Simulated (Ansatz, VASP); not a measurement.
# Two plane-wave programs on Cl

```xyz
2
Lattice="3.1024 0.0000 0.0000 -1.5512 2.6867 0.0000 0.0000 0.0000 3.5534" Properties=species:S:1:pos:R:3 pbc="T T T"
Cl    0.0000    1.7912    0.8884
Cl    1.5512    0.8956    2.6651
```

Alike in both runs: task relaxation of shape and atoms at fixed volume; functional LDA; k mesh 15 × 15 × 8; occupations fermi-dirac, width 0.1 eV; no spin polarisation.

|  | VASP | Ansatz |
| --- | --- | --- |
| version | VASP 6.6.1 | Ansatz 0.2.0 |
| potentials or method | VASP PAW LDA potentials, release 64 (Cl) | PAW with Ansatz's default frozen-core files, scalar-relativistic |
| plane-wave cutoff (eV) | 600 | 420 |
| valence electrons in the cell | 14 | 14 |

```tsv
	VASP	Ansatz	Ansatz less VASP
relaxed volume (Å³/atom)	14.81	14.81	0.000
relaxed cell length with the largest relative difference (Å)	3.870	3.868	-0.0013
energy change over the relaxation (meV/atom)	-63	-62	+0.5
```
